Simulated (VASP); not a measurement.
Here is a VASP 6.6.1 calculation.

INCAR

```
ALGO = Normal ; EDIFF = 1E-6
ENCUT = 520 ; GGA = PE
ISIF = 2 ; ISMEAR = 0
LASPH = T ; LCHARG = F
LREAL = F ; LWAVE = F
NBANDS = 24 ; NELM = 60
PREC = Accurate ; SIGMA = 0.1
```

File KPOINTS:

```
k-points
0
Gamma
  7 7 4
```

Contents of POSCAR:

```
TaN
1.0
    3.0687820000      0.0000000000      0.0000000000
   -1.5343910000      2.6576450000      0.0000000000
    0.0000000000      0.0000000000      4.9704200000
Ta N
2 2
Direct
    0.3333300000      0.6666700000      0.0000000000
    0.6666600000      0.3333300000      0.5000000000
    0.3333300000      0.6666700000      0.3850000000
    0.6666600000      0.3333300000      0.8850000000
```

Potentials or basis: VASP PAW PBE potentials, release 64 (Ta_pv, N).

The run is started by

```sh
$ cat potpaw_PBE.64/Ta_pv/POTCAR potpaw_PBE.64/N/POTCAR > POTCAR
$ mpirun -np 1 vasp_std > vasp.out
```

(1) What does it give for the pressure?

(2) Estimate the band gap on the k mesh.

Answers

(1) 126.8 GPa.

(2) none (metal or under the smearing width).

Caveat: a pressure of tens of GPa on the cell as given is suspect, and the run, the potentials or the cell itself is likely at fault; forces of over 1 eV/Å show positions far from the minimum, so gaps and moduli don't describe the material at rest.
